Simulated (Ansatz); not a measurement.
# Cd under changes of volume

One of the cells (21.585 Å³/atom); the others are scaled copies at fixed shape and fractional positions:

```
Cd
1.0
     2.97887    0.00000    0.00000
    -1.48944    2.57978    0.00000
     0.00000    0.00000    5.61765
Cd
2
Direct
  0.66667 0.33333 0.75000
  0.33333 0.66667 0.25000
```

| Item | Value |
| --- | --- |
| Program | Ansatz 0.2.0 |
| Functional | PBE |
| Potentials or basis | Ansatz PAW |
| Cutoff | 420 eV (not typed: the program's choice for these potentials) |
| k mesh | 10 × 10 × 5 |
| Occupations | fermi-dirac, width 0.05 eV |
| Spin | no spin polarisation |

```csv
volume (Å³/atom),energy over the lowest point (meV/atom),pressure (GPa)
20.290,50.42,7.4
20.722,32.68,5.7
21.154,19.32,4.2
21.585,?,?
22.017,3.68,1.7
22.449,0.53,0.7
22.880,0.00,-0.2
```

What does the run at 21.585 Å³/atom give?

Energy over the lowest point 9.81 meV/atom; pressure 2.9 GPa.

Worked out: A Birch-Murnaghan fit of order 3 (a polynomial in V^(-2/3)) to the other rows has its minimum at 22.76 Å³/atom with B0 = V·E''(V) = 47 GPa and B' = 5.8 at fixed shape and positions, which overstates the stiffness. It gives 9.82 meV/atom at 21.585 Å³/atom, against the run's 9.81, and -dE/dV = 2.9 GPa, against 2.9.

Energies are extrapolated to zero smearing.
